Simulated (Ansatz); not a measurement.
SnTe, 2 atoms in the cell. Symmetry: Pm-3m, No. 221, cubic system. The conventional cell has a = 3.905 Å, b = 3.905 Å, c = 3.905 Å, α = 90.00°, β = 90.00°, γ = 90.00°. Te (site symmetry m-3m) has 8 Sn at 3.38 Å as nearest neighbours. Sn (site symmetry m-3m) has 8 Te at 3.38 Å as nearest neighbours. Measurements of this composition are mostly on another form, of space group No. 225.

| Property | Result |
| --- | --- |
| Program | Ansatz 0.2.0 |
| Task | single point |
| Functional | LDA |
| Potentials or basis | all-electron LAPW, scalar-relativistic |
| Cutoff | 152 eV (chosen from the basis error) |
| Basis error allowed | 0.001 eV/atom |
| k mesh | 7 × 7 × 7 |
| Occupations | gaussian, width 0.1 eV |
| Spin | no spin polarisation |

Potentials or basis: all-electron LAPW, scalar-relativistic.

The run is started by

```sh
$ ansatz run input.yaml --threads 1 --pin off --max-ram 3072MiB --backend cpu --events-out ev --progress --plain --runs-dir out
```

Hardware: 1 thread of Arm Neoverse V1 (shared host).

Q: How long does it take, and how much memory?

A: Run time: 4.8 s on 1 thread of Arm Neoverse V1, on a shared host, peak memory 0.25 GiB. Counts: scf iterations 9, plane waves 251, k points 20, bands 28.
